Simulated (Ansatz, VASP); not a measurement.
**One calculation of BaS, two programs**

File INCAR:

```
SYSTEM = BaS
PREC = Accurate
ENCUT = 520
EDIFF = 1E-6
ISMEAR = 0
SIGMA = 0.05
LREAL = .False.
LASPH = .True.
NELM = 100
ALGO = Normal
ISIF = 2
LWAVE = .False.
LCHARG = .False.
GGA = RP
IVDW = 13
NBANDS = 15
```

The input KPOINTS:

```
regular mesh
0
Gamma
  6 6 6
  0 0 0
```

File POSCAR:

```
BaS
1.0
    0.0000000000      3.2267721916      3.2267721916
    3.2267721916      0.0000000000      3.2267721916
    3.2267721916      3.2267721916      0.0000000000
Ba S
1 1
Direct
    0.5000000000      0.5000000000      0.5000000000
    0.0000000000      0.0000000000      0.0000000000
```

Input for Ansatz:

```yaml
crystal:
  lattice:
    - [0.0, 3.2267721916, 3.2267721916]
    - [3.2267721916, 0.0, 3.2267721916]
    - [3.2267721916, 3.2267721916, 0.0]
  atoms:
    - { symbol: Ba, position: [0.5, 0.5, 0.5] }
    - { symbol: S, position: [0.0, 0.0, 0.0] }
basis:
  ecutwfc: 420
  ecutrho_ratio: 4
kpoints:
  mp_grid: { grid: [6, 6, 6] }
hamiltonian:
  xc: rpbe
  dispersion: d4
scf:
  occupations: { method: gaussian, width: 0.05 }
output:
  forces: true
  stress: true
  eigenvalues: true
```

Alike in both runs: task single point; functional RPBE; dispersion D4; k mesh 6 × 6 × 6; occupations gaussian, width 0.05 eV; no spin polarisation.

|  | VASP | Ansatz |
| --- | --- | --- |
| version | VASP 6.6.1 | Ansatz 0.2.0 |
| potentials or method | VASP PAW PBE potentials, release 64 (Ba_sv, S) | scalar-relativistic, plane waves, PAW |
| plane-wave cutoff (eV) | 520 | 420 |
| valence electrons in the cell | 16 | 16 |

VASP gave:

```
gap on the k mesh at the Fermi level (eV) : 2.30
least direct gap on the mesh (eV)         : 2.45
pressure (GPa)                            : -0.2
dispersion energy (meV/atom)              : -379.6
```

Task: Which values does Ansatz return?

Result: gap on the k mesh at the Fermi level (eV): 2.40; least direct gap on the mesh (eV): 2.52; pressure (GPa): -0.8; dispersion energy (meV/atom): -379.8.

Caveats: the PAW data sets were made with another functional, which shifts forces and pressure a little (VASP); spin-orbit coupling is left out, which moves the levels of the heavy elements. A k mesh can miss the band edges. Expect the measured gap to be larger: semilocal functionals such as RPBE lack the derivative discontinuity.
